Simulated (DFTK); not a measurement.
# NiO: single point with PBE

NiO:

```
Ni O
1.0
     0.00000    2.08590    2.08590
     2.08590    0.00000    2.08590
     2.08590    2.08590    0.00000
Ni O
1 1
Direct
  0.00000 0.00000 0.00000
  0.50000 0.50000 0.50000
```

- Program: DFTK 0.8.2
- Task: single point
- Functional: PBE
- Potentials or basis: dojo.nc.sr.pbe.v0_4_1.standard.upf (PBE)
- Cutoff: 1333 eV
- k mesh: 11 × 11 × 11
- Occupations: fermi-dirac, width 0.05 eV
- Spin: no spin polarisation
- Valence electrons: Ni 18, O 6
- SCF tolerance on the density: 1e-06

The pressure is -2.3 GPa and the band gap on the k mesh is none (metal or under the smearing width).

Levels at points of the mesh, in eV from the Fermi level:
```
           k point  band 10  band 11  band 12  band 13  band 14  band 15
(0.00, 0.00, 0.00)    -1.79    -1.79    -1.55    -1.55     1.70    17.89
```

It took 2.5 min on 1 thread of Intel(R) Xeon(R) 6975P-C (Granite Rapids), on a shared host, peak memory 1.7 GiB.

The gap isn't set beside the measured one, since this odd mesh misses points on the zone boundary.

Caveat: the run has no spin polarisation, though such a crystal can be magnetic; semilocal functionals often make such compounds metallic where correlation or magnetic order opens a gap, which also shifts bond lengths. Spin polarisation is off, so any magnetic state and its effect on volume and gap are missing.
